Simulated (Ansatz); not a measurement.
Base system: GeTe (space group R3m, No. 160).

```xyz
2
Lattice="2.1133 1.2201 3.6399 -2.1133 1.2201 3.6399 0.0000 -2.4402 3.6399" Properties=species:S:1:pos:R:3 pbc="T T T"
Ge     0.0000     0.0000     2.5578
Te     0.0000     0.0000     8.3620
```

Cartesian axes are those of the cell as printed.

Computed with PBE (Ansatz, a first-principles code), no spin-orbit coupling.

One thing is altered: a pure shear with ε_xz = ε_zx = 0.0165; the atoms relax in the strained cell.

Task: Predict the stress tensor and what it implies for the stiffness.

Result: Stress of the strained cell less that of the base (GPa, compression positive):
```
   0.25    0.50   -0.84
   0.50    0.03   -0.04
  -0.84   -0.04    0.07
```

Then −Δσ/γ with γ = 2ε = 0.0330 gives secant stiffness values (nonlinear terms included at this strain): C55 ≈ 26 GPa.

No phonon test of stability was made.
